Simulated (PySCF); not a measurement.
How good is the calculation?

Geometry:
```csv
atom,x (Å),y (Å),z (Å)
C1,1.986,-0.242,0.255
C2,0.811,0.712,0.197
O3,0.970,1.907,0.365
N4,-0.426,0.174,-0.054
C5,-0.700,-1.223,-0.247
C6,-1.569,1.051,-0.098
H7,1.863,-1.002,1.041
H8,2.875,0.359,0.477
H9,2.139,-0.764,-0.701
H10,-1.226,-1.389,-1.204
H11,0.221,-1.814,-0.265
H12,-1.345,-1.622,0.558
H13,-1.219,2.079,0.057
H14,-2.298,0.793,0.691
H15,-2.081,0.982,-1.073
```

[PySCF 2.14: B3LYP/pcSseg-2 with gauge-including orbitals; geometry: PBE0-D3(BJ)/def2-SVP; rapidly exchanging positions averaged; a single conformation; no solvent; relativity neglected]

Reference values: measured (solution, CD2Cl2, 298 K; Fulmer et al., Organometallics 2010, 29, 2176).
| atoms | quantity | reference | computed | computed, scaled |
| --- | --- | --- | --- | --- |
| C2 | δ ¹³C | 171.1 | 174.8 | 165.0 |
| C1 | δ ¹³C | 21.6 | 23.5 | 20.5 |
| H7/H8/H9 | δ ¹H | 2.02 | 2.00 | 1.99 |

Reference values: measured (solution, CD3CN, 298 K; Fulmer et al., Organometallics 2010, 29, 2176).
```tsv
atoms	quantity	reference	computed	computed, scaled
C2	δ ¹³C	171.3	174.8	165.0
C1	δ ¹³C	21.8	23.5	20.5
H7/H8/H9	δ ¹H	1.97	2.00	1.99
```

Reference values: measured (solution, DMSO-d6, 298 K; Fulmer et al., Organometallics 2010, 29, 2176).
| atoms | quantity | reference | computed | computed, scaled |
| --- | --- | --- | --- | --- |
| C2 | δ ¹³C | 169.5 | 174.8 | 165.0 |
| C1 | δ ¹³C | 21.3 | 23.5 | 20.5 |
| H7/H8/H9 | δ ¹H | 1.96 | 2.00 | 1.99 |

Reference values: measured (solution, THF-d8, 298 K; Fulmer et al., Organometallics 2010, 29, 2176).
| atoms | quantity | reference | computed | computed, scaled |
| --- | --- | --- | --- | --- |
| C2 | δ ¹³C | 169.8 | 174.8 | 165.0 |
| C1 | δ ¹³C | 21.1 | 23.5 | 20.5 |
| H7/H8/H9 | δ ¹H | 1.94 | 2.00 | 1.99 |

Computed shifts are σ(ref) − σ with the named reference compound (TMS for H and C) calculated as an isolated molecule at the same level. The measured values may be among those fitted. Expected solution values come from regression of measured δ (H and C: mostly CDCl3, vs TMS) on computed σ: ¹H (scatter 0.18 ppm rms); ¹³C (scatter 2.4 ppm rms). A few per cent of atoms miss by over 2 rms, more outside the fitted compound classes.

(1) How far are the unscaled ¹³C shifts from the references?

(2) How far are the unscaled ¹H shifts from the references?

Answers

(1) Mean signed difference +3.21 ppm, mean absolute 3.21 ppm over 8 comparisons; the largest is +5.3 ppm at C2 (amide carbonyl carbon).

(2) Mean signed difference +0.03 ppm, mean absolute 0.04 ppm over 4 comparisons; the largest is +0.06 ppm at H7/H8/H9 (hydrogen on a methyl carbon α to a carbonyl).

12 of the 39 published NMR values on file for this molecule are compared. The rest: values from further sources, protons in aromatic solvents, values whose atom or origin is in doubt.
